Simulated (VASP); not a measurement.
# InAs (F-43m) in VASP: a series of runs

InAs is run at these levels: PBE; tasks: single point.

Program: VASP 6.6.1. These are calculated values, not measurements. Logs are shortened: lines on timing, memory, paths and dates and some standing lists are left out, and cuts for length are marked.

**What was measured.**

From a printed reference work, data compilation, for a bulk crystal of InAs at 4.2 K: band gap 0.418 eV (direct).

The results are compared with them further down.

### 1 The cell of the first run

Symmetry: F-43m, No. 216, cubic system. Conventional cell: a = 6.145 Å, b = 6.145 Å, c = 6.145 Å, α = 90.00°, β = 90.00°, γ = 90.00°. In (site symmetry -43m) has 4 As at 2.66 Å within 3.5 Å. Within 3.5 Å of As (site symmetry -43m) lie 4 In at 2.66 Å.

### 2 Single point, PBE (volume scaled by 0.980)

The input, INCAR:

```
PREC = Accurate
ENCUT = 520
EDIFF = 1E-6
ISMEAR = 0
SIGMA = 0.05
LREAL = F
LASPH = T
NELM = 80
ALGO = Normal
ISIF = 2
LWAVE = F
LCHARG = T
GGA = PE
LELF = T
LVHAR = T
NBANDS = 16
```

The input, KPOINTS:

```
Automatic mesh
0
Gamma
  10 10 10
```

The input, POSCAR:

```
InAs
1.0
    0.0000000000      3.0723635711      3.0723635711
    3.0723635711      0.0000000000      3.0723635711
    3.0723635711      3.0723635711      0.0000000000
In As
1 1
Direct
    0.0000000000      0.0000000000      0.0000000000
    0.7500000000      0.7500000000      0.7500000000
```

Potentials or basis: VASP PAW PBE potentials, release 64 (In_d, As).

Launch:

```console
$ cat potpaw_PBE.64/In_d/POTCAR potpaw_PBE.64/As/POTCAR > POTCAR
$ mpirun -np 1 vasp_std > vasp.out
```

OUTCAR:

```text
PREC = Accurate
   ENCUT = 520
   EDIFF = 1E-6
   ISMEAR = 0
   LREAL = F
   LASPH = T
   NELM = 80
   ISIF = 2
   GGA = PE

 ion  position               nearest neighbor table
   1  0.000  0.000  0.000-   2 2.66   2 2.66   2 2.66   2 2.66
   2  0.750  0.750  0.750-   1 2.66   1 2.66   1 2.66   1 2.66

  LATTYP: Found a face centered cubic cell.
 ALAT       =     6.1447271422

  Lattice vectors:

 A1 = (   0.0000000000,   3.0723635711,   3.0723635711)
 A2 = (   3.0723635711,   0.0000000000,   3.0723635711)
 A3 = (   3.0723635711,   3.0723635711,   0.0000000000)

Analysis of symmetry for initial positions (statically):
=====================================================================
 Subroutine PRICEL returns:
 Original cell was already a primitive cell.

 Routine SETGRP: Setting up the symmetry group for a
 face centered cubic supercell.

 Subroutine GETGRP returns: Found 24 space group operations
 (whereof 24 operations were pure point group operations)
 out of a pool of 48 trial point group operations.

The static configuration has the point symmetry T_d .

Analysis of symmetry for dynamics (positions and initial velocities):
=====================================================================
 Subroutine PRICEL returns:
 Original cell was already a primitive cell.

 Routine SETGRP: Setting up the symmetry group for a
 face centered cubic supercell.

 Subroutine GETGRP returns: Found 24 space group operations
 (whereof 24 operations were pure point group operations)
 out of a pool of 48 trial point group operations.

The dynamic configuration has the point symmetry T_d .

 Subroutine INISYM returns: Found 24 space group operations
 (whereof 24 operations are pure point group operations),
 and found     1 'primitive' translations

----------------------------------------------------------------------------------------

                                     Primitive cell

  volume of cell :      58.0026

  direct lattice vectors                    reciprocal lattice vectors
     0.000000000  3.072363571  3.072363571    -0.162741156  0.162741156  0.162741156
     3.072363571  0.000000000  3.072363571     0.162741156 -0.162741156  0.162741156
     3.072363571  3.072363571  0.000000000     0.162741156  0.162741156 -0.162741156

  length of vectors
[... 74 lines left out ...]
   ISTART =      0    job   : 0-new  1-cont  2-samecut
   ICHARG =      2    charge: 1-file 2-atom 10-const
   ISPIN  =      1    spin polarized calculation?
   LNONCOLLINEAR =      F non collinear calculations
   LSORBIT =      F    spin-orbit coupling
   LASPH  =      T    aspherical Exc in radial PAW
   ENCUT  =  520.0 eV  38.22 Ry    6.18 a.u.   8.08  8.08  8.08*2*pi/ulx,y,z
   NELM   =     80;   NELMIN=  2; NELMDL= -5     # of ELM steps
   EDIFF  = 0.1E-05   stopping-criterion for ELM
   LREAL  =      F    real-space projection
   EDIFFG = 0.1E-04   stopping-criterion for IOM
   NSW    =      0    number of steps for IOM
   IBRION =     -1    ionic relax: 0-MD 1-quasi-New 2-CG
   NFREE  =      0    steps in history (QN), initial steepest desc. (CG)
   ISIF   =      2    stress and relaxation
   ISYM   =      2    0-nonsym 1-usesym 2-fastsym
   POTIM  = 0.5000    time-step for ionic-motion
   TEBEG  =    0.0;   TEEND  =   0.0 temperature during run
   PSTRESS=    0.0 pullay stress
   NELECT =      18.0000    total number of electrons
   NUPDOWN=      -1.0000    fix difference up-down
   EMIN   =  10.00;   EMAX   =-10.00  energy-range for DOS
   EFERMI =   0.00;   METHOD = LEGACY
   ISMEAR =     0;   SIGMA  =   0.05  broadening in eV -4-tet -1-fermi 0-gaus
   EFERMI_NEDOS =   21; number of points for ismear=-14 and -15
   IALGO  =     38    algorithm
   IMIX   =      4    mixing-type and parameters
     AMIX     =   0.40;   BMIX     =  1.00
     AMIX_MAG =   1.60;   BMIX_MAG =  1.00
  volume/ion in A,a.u.               =      29.00       195.71
  Fermi-wavevector in a.u.,A,eV,Ry     =   1.108366  2.094507 16.714409  1.228474
  Thomas-Fermi vector in A             =   2.244892
   LORBIT       =      0    0 simple, 1 ext, 2 COOP (PROOUT), +10 PAW based schemes
   GGA     = PE    functional components
   LHFCALC =     F    Hartree Fock is set to
   AEXX    =    0.0000 exact exchange contribution
   IVDW    =     0    specifies the selected vdW correction
   LEPSILON=     F    determine dielectric tensor
   LRPA    =     F    only Hartree local field effects (RPA)
 non-spin polarized calculation
 Gauss-broadening in eV      SIGMA  =   0.05
  energy-cutoff  :      520.00
  volume of cell :       58.00
 maximum number of plane-waves:      1588
   NGX = 17   NGY = 17   NGZ = 17

 number of electron      18.0000003 magnetization

 Free energy of the ion-electron system (eV)
  ---------------------------------------------------
  ext. energy  EPLUGINS =         0.00000000
  ---------------------------------------------------
  free energy    TOTEN  =        -7.71468641 eV

  energy without entropy =       -7.71460893  energy(sigma->0) =       -7.71464767

 E-fermi :   4.0483     XC(G=0):  -8.8840

 val. band max:        4.0330264806   @ k =   0.0000   0.0000   0.0000
 cond. band min:       4.8364359032   @ k =   0.1000   0.0000   0.0000
 fundamental gap:      0.8034094225
 Fermi energy:         4.0482991490

 k-point     1 :       0.0000    0.0000    0.0000
  band No.  band energies     occupation
      1     -10.2673      2.00000
      2     -10.2673      2.00000
      3     -10.2673      2.00000
      4     -10.1603      2.00000
      5     -10.1603      2.00000
      6      -7.5283      2.00000
[... 433 lines left out ...]
      3     -10.2150      2.00000
      4     -10.1818      2.00000
      5     -10.1458      2.00000
      6      -6.2024      2.00000
[... 8 lines left out ...]
     15      14.9645      0.00000
     16      15.8038      0.00000

 [... further k-points ...]
[... 5 lines left out ...]
  --------------------------------------------------------------------------------------
  -------------------------------------------------------------------------------------
  Total        0.3926243      0.3926243      0.3926243      0.0000000     -0.0000000      0.0000000
  in kB       10.8452586     10.8452586     10.8452586      0.0000000     -0.0000000      0.0000000
  external PRESSURE =      10.8452586 kB  Pullay stress =       0.0000000 kB

 VOLUME and BASIS-vectors are now :
 -----------------------------------------------------------------------------
  energy-cutoff  :      520.00
  volume of cell :       58.00
      direct lattice vectors                 reciprocal lattice vectors
     0.000000000  3.072363571  3.072363571    -0.162741156  0.162741156  0.162741156
     3.072363571  0.000000000  3.072363571     0.162741156 -0.162741156  0.162741156
     3.072363571  3.072363571  0.000000000     0.162741156  0.162741156 -0.162741156

 POSITION                                       TOTAL-FORCE (eV/Angst)
 -----------------------------------------------------------------------------------
      0.00000      0.00000      0.00000         0.000000      0.000000      0.000000
      4.60855      4.60855      4.60855        -0.000000     -0.000000     -0.000000
 -----------------------------------------------------------------------------------
    total drift:                                0.000000      0.000000      0.000000

  FREE ENERGIE OF THE ION-ELECTRON SYSTEM (eV)
  ---------------------------------------------------
  free  energy   TOTEN  =        -7.7146864131 eV

  energy  without entropy=       -7.7146089334  energy(sigma->0) =       -7.71464767
```

It took 49 s on 1 thread of Intel Xeon 8259CL, shared host; peak memory 0.2 GiB.

What came out:

```
Free energy            : -7.7147 eV
Pressure               : 1.1 GPa
Band gap on the k mesh : zero (filled and empty bands touch)
```

Levels at points of the mesh, in eV from the Fermi level:
```tsv
k point	band 6	band 7	band 8	band 9	band 10	band 11	band 12	band 13
(0.00, 0.00, 0.00)	-11.58	-0.46	-0.02	-0.02	-0.02	3.87	3.87	3.87
(0.50, 0.00, 0.00)	-10.25	-5.54	-0.93	-0.93	0.84	4.63	4.63	6.77
(0.50, 0.50, 0.00)	-9.76	-5.65	-2.18	-2.18	1.61	2.03	8.86	8.92
```

Caveat: the cell differs from its parent crystal (volume scaled by 0.980); spin-orbit coupling is left out, which moves the levels of the heavy elements.

### 3 Single point, PBE

This run uses another cell than the first one, of 29.59 Å³/atom, 1.020 times its volume.

The input, INCAR:

```
  ALGO = Normal
  EDIFF = 1E-7
  ENCUT = 520
  GGA = PE
  ISIF = 2
  ISMEAR = 0
  LASPH = True
  LCHARG = False
  LREAL = False
  LWAVE = False
  NBANDS = 16
  NELM = 100
  PREC = Accurate
  SIGMA = 0.05
```

The input, KPOINTS:

```
k-points
0
Gamma
  10 10 10
```

The input, POSCAR:

```
InAs
1.0
    0.0000000000      3.0931234142      3.0931234142
    3.0931234142      0.0000000000      3.0931234142
    3.0931234142      3.0931234142      0.0000000000
In As
1 1
Direct
    0.0000000000      0.0000000000      0.0000000000
    0.7500000000      0.7500000000      0.7500000000
```

Potentials or basis: VASP PAW PBE potentials, release 64 (In_d, As).

Launch:

```console
$ cat potpaw_PBE.64/In_d/POTCAR potpaw_PBE.64/As/POTCAR > POTCAR
$ mpirun -np 1 vasp_std > vasp.out
```

Run time: 98 s. Hardware: 1 thread of Intel Xeon 8259CL, shared host; peak memory 0.22 GiB.

It converged, with:

```
Free energy            : -7.7190 eV
Pressure               : 0.1 GPa
Band gap on the k mesh : zero (filled and empty bands touch)
```

Levels at points of the mesh, in eV from the Fermi level:
| k point | band 5 | band 6 | band 7 | band 8 | band 9 | band 10 | band 11 | band 12 | band 13 | band 14 |
| --- | --- | --- | --- | --- | --- | --- | --- | --- | --- | --- |
| (0.00, 0.00, 0.00) | -14.18 | -11.46 | -0.56 | -0.02 | -0.02 | -0.02 | 3.86 | 3.86 | 3.86 | 7.26 |
| (0.50, 0.00, 0.00) | -14.18 | -10.19 | -5.45 | -0.91 | -0.91 | 0.80 | 4.62 | 4.62 | 6.74 | 8.68 |
| (0.50, 0.50, 0.00) | -14.17 | -9.72 | -5.57 | -2.12 | -2.12 | 1.64 | 2.03 | 8.74 | 8.79 | 8.79 |

Caveat: spin-orbit coupling is left out, which moves the levels of the heavy elements.

### 4 How close it comes

Step 3. Against the measured gap of InAs, 0.418 eV (direct; 4.2 K; a printed reference work, data compilation), the calculated 0.00 eV is off by -0.42 eV. Spin-orbit coupling on As, In is left out. The value is that of PBE on a finite k mesh, which can miss the band edges, without temperature or zero-point motion. Semilocal functionals fall short of measured gaps as a rule.
